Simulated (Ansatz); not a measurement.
Calculated with Ansatz: AgBr, vacancy hop by nudged elastic band

Run with:

```bash
ansatz run input.yaml --threads 4 --pin off --max-ram 8192MiB --backend cpu --events-out ev --progress --plain --runs-dir out
```

The input file (Ansatz 0.2.0, plane waves):

```yaml
crystal:
  lattice:
    - [0.0, 5.827908, 5.827908]
    - [5.827908, 0.0, 5.827908]
    - [5.827908, 5.827908, 0.0]
  atoms:
    - { symbol: Ag, position: [0.24511526, 0.24787661, 0.25220722] }
    - { symbol: Ag, position: [0.24973492, 0.25102883, 0.74629817] }
    - { symbol: Br, position: [-0.00178411, 0.00307234, 0.49699221] }
    - { symbol: Ag, position: [0.25789013, 0.74998891, 0.24551994] }
    - { symbol: Br, position: [-0.00030334, 0.49651207, 0.00044646] }
    - { symbol: Ag, position: [0.24704105, 0.75121993, 0.75364503] }
    - { symbol: Br, position: [0.00113477, 0.49817783, 0.49617926] }
    - { symbol: Ag, position: [0.7527578, 0.24726549, 0.24794022] }
    - { symbol: Br, position: [0.50398599, -0.00079031, -0.00024413] }
    - { symbol: Ag, position: [0.74677483, 0.25536379, 0.7511803] }
    - { symbol: Br, position: [0.50044556, -0.00294536, 0.50258279] }
    - { symbol: Ag, position: [0.7504127, 0.75265257, 0.24437073] }
    - { symbol: Br, position: [0.49417122, 0.50377119, 0.00029816] }
    - { symbol: Ag, position: [0.75200829, 0.74814453, 0.74971997] }
    - { symbol: Br, position: [0.50214446, 0.50126617, 0.50201464] }
kpoints:
  mp_grid: { grid: [2, 2, 2] }
magnetization:
  spin_polarized: false
scf:
  occupations: { method: gaussian, width: 0.1 }
hamiltonian:
  pseudopotentials: { kind: paw }
  xc: pbe
basis:
  ecutwfc: 420
neb:
  images: 3
  relax_end_points: true
  climbing: true
  f_tol: 0.1
  max_iterations: 40
  order_check: false
  final_atoms:
    - { symbol: Ag, position: [0.24511526, 0.24787661, 0.25220722] }
    - { symbol: Ag, position: [0.24973492, 0.25102883, 0.74629817] }
    - { symbol: Br, position: [-0.00178411, 0.00307234, 0.49699221] }
    - { symbol: Ag, position: [0.25789013, 0.74998891, 0.24551994] }
    - { symbol: Br, position: [-0.00030334, 0.49651207, 0.00044646] }
    - { symbol: Ag, position: [0.24704105, 0.75121993, 0.75364503] }
    - { symbol: Br, position: [0.00466991, 0.998248, -0.001442] }
    - { symbol: Ag, position: [0.7527578, 0.24726549, 0.24794022] }
    - { symbol: Br, position: [0.50398599, -0.00079031, -0.00024413] }
    - { symbol: Ag, position: [0.74677483, 0.25536379, 0.7511803] }
    - { symbol: Br, position: [0.50044556, -0.00294536, 0.50258279] }
    - { symbol: Ag, position: [0.7504127, 0.75265257, 0.24437073] }
    - { symbol: Br, position: [0.49417122, 0.50377119, 0.00029816] }
    - { symbol: Ag, position: [0.75200829, 0.74814453, 0.74971997] }
    - { symbol: Br, position: [0.50214446, 0.50126617, 0.50201464] }
```

Origin of the cell: a database entry, scaled a little.

The cell is 2×2×2 cells of AgBr with one Br taken out; atom 7 (Br) hops into the empty site, 4.11 Å away before the end points are relaxed. All atoms were shaken by about 0.02 Å first.

Output (shortened):

```
Warning: neb: disabling space-group detection — the band's intermediate images generally break the endpoint symmetry, so no spatial operation reduces the k-mesh or symmetrises the density, ex […]
Pseudopotentials: kind: paw
Pseudopotential: Ag, paw, valence charge 19, recommended cutoff 420 eV (normal), Ag.paw.azcp
Pseudopotential: Br, paw, valence charge 7, recommended cutoff 420 eV (normal), Br.paw.azcp
Functional definition: PBE
  exchange = pbe_x(kappa = kappa, mu = beta*pi^2/3)
  correlation = pbe_c(beta = beta)
parallel-image band execution: 3 concurrent image workers
NEB image 0
Crystal: 15 atoms, lattice volume = 395.884 Å³
Basis set: ecut = 420 eV, 7799 PW (Γ), exchange–correlation on 120×120×120 points (8 copies of the dense FFT grid, shifted against one another)
Bands: 121, of which v1, the nominal top of the filled ones, is band 101 counted from 1 (100 counted from 0)
[… 6 lines left out …]
Initial density: superposition of atomic densities (neutral atoms: chi_scale 0, normalization atom), corrected by the library's trained network
Functional: x = pbe(κ = 0.804, μ = 0.219515), c = pbe(β = 0.066725)
SCF iter   1: F=—  HF=-80208.980472 eV  Δρ=1.86e-3  dr2=4.91e-2  defer=20
SCF iter   2: F=—  HF=-80208.983256 eV  Δρ=2.62e-3  dr2=5.05e-2  defer=41
SCF iter   3: F=—  HF=-80208.972876 eV  Δρ=1.63e-3  dr2=1.06e-2  defer=41
[… 3 lines left out …]
SCF iter   7: F=—  HF=-80208.969804 eV  Δρ=2.90e-5  dr2=6.95e-6  defer=22
SCF iter   8: F=—  HF=-80208.969804 eV  Δρ=1.06e-5  dr2=6.83e-7  defer=22
SCF iter   9: F=-80208.969803 eV  HF=-80208.969803 eV  Δρ=3.01e-6  dr2=8.19e-8
NEB iter   1: max|band force component| = 1.829e1 eV/Å  barrier→ = 7.9041 eV  barrier← = 7.9114 eV  Δτ_max = 0.1998 Å  (51 SCF iters)
NEB iter   2: max|band force component| = 7.030e0 eV/Å  barrier→ = 3.4689 eV  barrier← = 3.4762 eV  Δτ_max = 0.2000 Å  (30 SCF iters)
NEB iter   3: max|band force component| = 3.636e0 eV/Å  barrier→ = 1.8862 eV  barrier← = 1.8935 eV  Δτ_max = 0.1993 Å  (27 SCF iters)
NEB iter   4: max|band force component| = 1.621e0 eV/Å  barrier→ = 1.1710 eV  barrier← = 1.1782 eV  Δτ_max = 0.1995 Å  (28 SCF iters)
NEB iter   5: max|band force component| = 7.505e-1 eV/Å  barrier→ = 0.8950 eV  barrier← = 0.9023 eV  Δτ_max = 0.1325 Å  (28 SCF iters)
NEB iter   6: max|band force component| = 4.156e-1 eV/Å  barrier→ = 0.7604 eV  barrier← = 0.7677 eV  CI = image 2  Δτ_max = 0.1925 Å  (26 SCF iters)
NEB iter   7: max|band force component| = 2.782e-1 eV/Å  barrier→ = 0.7397 eV  barrier← = 0.7470 eV  CI = image 2  Δτ_max = 0.2000 Å  (28 SCF iters)
NEB iter   8: max|band force component| = 1.268e-1 eV/Å  barrier→ = 0.7087 eV  barrier← = 0.7159 eV  CI = image 2  Δτ_max = 0.1365 Å  (26 SCF iters)
NEB iter   9: max|band force component| = 2.022e-1 eV/Å  barrier→ = 0.6918 eV  barrier← = 0.6991 eV  CI = image 2  Δτ_max = 0.0691 Å  (25 SCF iters)
NEB iter  10: max|band force component| = 1.626e-1 eV/Å  barrier→ = 0.6570 eV  barrier← = 0.6643 eV  CI = image 2  Δτ_max = 0.1382 Å  (23 SCF iters)
[… 9 lines left out …]
NEB iter  20: max|band force component| = 3.176e-1 eV/Å  barrier→ = 0.3717 eV  barrier← = 0.3789 eV  CI = image 2  Δτ_max = 0.0798 Å  (10 SCF iters)
NEB iter  21: max|band force component| = 2.037e-1 eV/Å  barrier→ = 0.3483 eV  barrier← = 0.3556 eV  CI = image 2  Δτ_max = 0.1580 Å  (25 SCF iters)
NEB iter  22: max|band force component| = 1.340e-1 eV/Å  barrier→ = 0.3009 eV  barrier← = 0.3082 eV  CI = image 2  Δτ_max = 0.1978 Å  (24 SCF iters)
NEB iter  23: max|band force component| = 1.976e-1 eV/Å  barrier→ = 0.3103 eV  barrier← = 0.3175 eV  CI = image 2  Δτ_max = 0.0999 Å  (26 SCF iters)
NEB iter  24: max|band force component| = 1.331e-1 eV/Å  barrier→ = 0.2694 eV  barrier← = 0.2767 eV  CI = image 2  Δτ_max = 0.1924 Å  (25 SCF iters)
NEB iter  25: max|band force component| = 1.128e-1 eV/Å  barrier→ = 0.2271 eV  barrier← = 0.2343 eV  CI = image 2  Δτ_max = 0.1977 Å  (24 SCF iters)
NEB iter  26: max|band force component| = 2.854e-1 eV/Å  barrier→ = 0.2757 eV  barrier← = 0.2829 eV  CI = image 2  Δτ_max = 0.1003 Å  (26 SCF iters)
NEB iter  27: max|band force component| = 2.400e-1 eV/Å  barrier→ = 0.2773 eV  barrier← = 0.2845 eV  CI = image 2  Δτ_max = 0.1954 Å  (25 SCF iters)
NEB iter  28: max|band force component| = 1.335e-1 eV/Å  barrier→ = 0.2589 eV  barrier← = 0.2661 eV  CI = image 2  Δτ_max = 0.1985 Å  (26 SCF iters)
NEB iter  29: max|band force component| = 9.170e-2 eV/Å  barrier→ = 0.2433 eV  barrier← = 0.2506 eV  CI = image 2  Δτ_max = 0.0000 Å  (24 SCF iters)
--- NEB band (5 images, 29 band iterations, 733 SCF iterations, 368 more in tests of the images' electronic states and relaxations of end points) ---
  forward barrier  = 0.243317 eV
  backward barrier = 0.250557 eV
  lagrangian_above_aufbau_ev (what the smearing adds, to first order; not taken off the barriers): saddle image -0.009152 eV, end points -0.015618 and -0.011954 eV
  climbing image's point = of an order that was not read
  energies are F+E_penalty+E_count in eV, relative to image 0
  image     s (Å)  Δ vs image 0  max|band force component| (eV/Å)
      0    0.0000      0.000000                                 —
      1    3.0185      0.147459                          6.162e-2
  *   2    6.0363      0.243317                          9.170e-2
      3    8.5014      0.059159                          4.651e-2
      4   10.9665     -0.007239                                 —
```

The converged band:

| image | path over all atoms (Å) | ΔF (eV) | Br x | y | z (Å) |
| --- | --- | --- | --- | --- | --- |
| 0 | 0.00 | 0.000 | 5.93 | 2.64 | 2.63 |
| 1 | 3.02 | 0.147 | 5.85 | 1.96 | 3.94 |
| 2 | 6.04 | 0.243 | 6.17 | 1.26 | 4.56 |
| 3 | 8.50 | 0.059 | 5.80 | 0.74 | 5.10 |
| 4 | 10.97 | -0.007 | 5.92 | 0.17 | 5.35 |

Relaxed start, forces in eV/Å:

```xyz
15
Lattice="0.000 5.828 5.828 5.828 0.000 5.828 5.828 5.828 0.000" Properties=species:S:1:pos:R:3:forces:R:3 pbc="T T T" image=0
Ag    3.104    2.662    3.267    0.000   -0.001    0.002
Ag    5.504    6.340    1.830    0.001    0.002    0.001
Br    2.959    2.823   -0.361    0.000    0.001   -0.002
Ag    6.017    2.799    5.598   -0.001   -0.001    0.001
Br    2.416    0.155    2.409   -0.003    0.000   -0.002
Ag    8.755    5.384    6.461   -0.001    0.003   -0.002
Br    5.926    2.642    2.629    0.000    0.000   -0.001
Ag    1.597    6.082    5.544    0.006    0.000    0.001
Br    0.192    3.073    3.438    0.000    0.003    0.000
Ag    5.543    9.866    5.967   -0.002   -0.002   -0.001
Br    3.352    5.399    3.464    0.000    0.001    0.002
Ag    6.104    5.782    8.847   -0.001   -0.002    0.000
Br    3.446    2.224    6.147    0.000   -0.002    0.001
Ag    8.908    9.181    8.613    0.002   -0.001    0.001
Br    6.063    5.469    6.105   -0.001    0.000   -0.001
```

Highest image (2), forces in eV/Å:

```xyz
15
Lattice="0.000 5.828 5.828 5.828 0.000 5.828 5.828 5.828 0.000" Properties=species:S:1:pos:R:3:forces:R:3 pbc="T T T" image=2
Ag    3.183    2.898    2.242   -0.037   -0.011    0.030
Ag    5.917    5.443    2.799   -0.018   -0.043   -0.075
Br    3.717    3.646   -0.651    0.017   -0.022    0.047
Ag    5.524    3.578    5.847    0.003    0.044   -0.043
Br    3.256    0.286    2.340   -0.024    0.021    0.020
Ag    8.782    5.977    6.200    0.013    0.014   -0.027
Br    6.171    1.257    4.564    0.031   -0.015   -0.008
Ag    1.632    5.347    6.098   -0.096    0.033    0.063
Br    0.404    2.506    2.472   -0.009    0.065    0.013
Ag    5.785    8.924    6.940    0.054    0.026   -0.029
Br    3.149    5.376    3.117    0.056   -0.013   -0.001
Ag    5.771    5.142    8.445    0.025   -0.035    0.001
Br    2.862    2.863    6.390    0.041   -0.041   -0.022
Ag    7.661    9.048    9.051   -0.043   -0.002   -0.011
Br    6.080    6.149    5.571   -0.012   -0.021    0.042
```

Relaxed end, forces in eV/Å:

```xyz
15
Lattice="0.000 5.828 5.828 5.828 0.000 5.828 5.828 5.828 0.000" Properties=species:S:1:pos:R:3:forces:R:3 pbc="T T T" image=4
Ag    2.925    3.416    2.710   -0.003    0.003   -0.005
Ag    5.536    4.668    3.313    0.000   -0.002    0.002
Br    3.130    2.782   -0.011   -0.005    0.010    0.005
Ag    5.976    2.956    5.689    0.000    0.008    0.002
Br    2.415   -0.551    2.960    0.001    0.002    0.011
Ag    8.927    6.221    5.473   -0.007   -0.002    0.003
Br    5.918    0.173    5.348   -0.007   -0.002    0.008
Ag    2.903    5.910    6.152   -0.007    0.002    0.000
Br    0.254    3.113    2.588    0.001    0.001   -0.006
Ag    5.387    8.331    7.362    0.002   -0.003   -0.002
Br    3.414    6.300    2.444   -0.004   -0.002   -0.010
Ag    6.221    5.829    8.570    0.003    0.000   -0.013
Br    3.244    3.316    5.365    0.006   -0.009    0.002
Ag    7.584    8.404    9.067    0.000   -0.001    0.004
Br    6.068    6.134    5.862    0.019   -0.007   -0.001
```

Barrier of this path: 0.24 eV forwards, 0.25 eV backwards, after 29 band iterations.

Caveats: no moments, though an odd count or open d shells may carry them; the k mesh is coarse if the cell is a metal; a small cell with a neutral vacancy and no spin, whose shape can make like sites unlike; the cell is held at a rescaled volume, and strain moves barriers; the hop was drawn among near neighbours and need not be the easiest path; few images and a loose tolerance, and neither the top nor the ends were tested for their order; another atom moves far along the path.

The run took 14 min on 4 threads of Arm Neoverse V1 (shared host), peak memory 2.1 GiB, from the program's own first density.
